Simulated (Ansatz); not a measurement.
P (simple hexagonal type), DFT, PBE, all-electron LAPW, scalar-relativistic (Ansatz 0.2.0), on 1 thread of Intel(R) Xeon(R) 6975P-C (Granite Rapids) (shared host).

Command: `ansatz run input.yaml --threads 1 --pin off --max-ram 3584MiB --backend cpu --events-out ev --progress --plain --runs-dir out`

```yaml
crystal:
  lattice:
    - [2.0657256472, 0.0, 0.0]
    - [-1.0328628236, 1.7889708877, 0.0]
    - [0.0, 0.0, 1.9869625471]
  atoms:
    - { symbol: P, position: [0.0, 0.0, 0.0] }
kpoints:
  mp_grid: { grid: [21, 21, 19] }
scf:
  occupations: { method: fermi_dirac, width: 0.1 }
hamiltonian:
  xc: pbe
  pseudopotentials: { kind: all_electron, lapw: { basis_error: 0.0005 } }
output:
  forces: true
  stress: true
  eigenvalues: true
relax:
  f_tol: 0.005
  max_steps: 12
  cell: { p_target: 270.0, stress_tol: 0.135 }
```

How large is the problem that the program sets up?

480 irreducible k-points, 145 plane waves at Γ, 11 bands.

About how long does it take?

22 s of wall time for 9 SCF iterations over 2 geometries. Times on shared machines scatter by tens of per cent.
